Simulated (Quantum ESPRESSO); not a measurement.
Runs of Quantum ESPRESSO 7.5 on MgS. The structure is hexagonal, space group P6_3mc (No. 186). The conventional cell has a = 4.035 Å, b = 4.035 Å, c = 6.432 Å, α = 90.00°, β = 90.00°, γ = 120.00°. S (site symmetry 3m) has 4 Mg at 2.45 to 2.47 Å as nearest neighbours. Mg (site symmetry 3m) is surrounded by 4 S at 2.45 to 2.47 Å. The cell comes from a database or a generator and needn't be the stable form of this composition.

```tsv
task	level	potentials or basis	k mesh	cutoff (eV)	symmetry	SCF threshold	form of the LDA correlation	gap on the mesh (eV)	pressure (GPa)	V0 of scaled cells (Å³/atom)	B0 (GPa)	largest force (eV/Å)
equation of state	r2SCAN	SG15 PBE 1.2	7 × 7 × 3	952	off	1e-08 Ry	-	-	-	22.88	59	-
band structure	LDA	GBRV 1.5 LDA	8 × 8 × 4	612	-	8e-10 Ry	PZ81	3.15	-2.1	-	-	0.05
equation of state	PBEsol	GBRV 1.5 PBEsol	8 × 8 × 4	612	-	8e-10 Ry	-	-	-	22.52	(b)	-
band structure	r2SCAN	SG15 PBE 1.2	6 × 6 × 3	952	off	1e-08 Ry	-	4.04	0.3	-	-	0.05
equation of state	LDA	GBRV 1.5 LDA	8 × 8 × 4	612	-	8e-10 Ry	PZ81	-	-	21.86	62	-
band structure	PBEsol	GBRV 1.5 PBEsol	8 × 8 × 4	612	-	8e-10 Ry	-	3.27	(a)	-	-	0.04
```

Alike in all rows: no spin polarisation; cell as given; smearing fermi-dirac 0.05 eV.

Question: Estimate the missing entries.

Answer: (a) -0.4; (b) 58.

Caveats: the cell was scaled at fixed shape and fractional positions, which overstates the stiffness of a crystal with free parameters, most of all of layers and chains (some runs); the potentials were made for another functional, which shifts forces and pressure (some runs); some levels on the path didn't converge (some runs).

